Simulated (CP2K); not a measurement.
**AlPt under changes of volume**

One of the cells (14.774 Å³/atom); the others are scaled copies at fixed shape and fractional positions:

```xyz
2
Lattice="3.0915 0.0000 0.0000 0.0000 3.0915 0.0000 0.0000 0.0000 3.0915" Properties=species:S:1:pos:R:3 pbc="T T T"
Pt    1.5458    1.5458    1.5458
Al    0.0000    0.0000    0.0000
```

Measurements of this composition are mostly on another form, of space group No. 198.

- Program: CP2K 2026.2
- Functional: r2SCAN
- Potentials or basis: POTENTIAL_UZH Pt GTH-SCAN-q18, Al GTH-SCAN-q3; TZVP-MOLOPT-SCAN-GTH basis
- Density cutoff: 9184 eV
- k mesh: 9 × 9 × 9
- Occupations: fermi-dirac, width 0.05 eV
- Spin: no spin polarisation

```tsv
volume (Å³/atom)	energy over the lowest point (meV/atom)	pressure (GPa)
13.888	17.21	9.5
14.183	4.35	4.6
14.478	0.00	0.2
14.774	?	?
15.069	13.10	-6.9
15.365	28.80	-10.0
15.660	49.81	-12.7
```

Problem. What does the run at 14.774 Å³/atom give?

Solution. Energy over the lowest point 3.38 meV/atom; pressure -3.5 GPa.

Worked out: A Birch-Murnaghan fit of order 3 (a polynomial in V^(-2/3)) to the other rows has its minimum at 14.49 Å³/atom with B0 = V·E''(V) = 199 GPa and B' = 5.0. It gives 3.21 meV/atom at 14.774 Å³/atom, against the run's 3.38, and -dE/dV = -3.6 GPa, against -3.5.

Energies are extrapolated to zero smearing.

Caveats: the basis of atomic orbitals isn't converged, which shifts pressures, moduli and gaps.
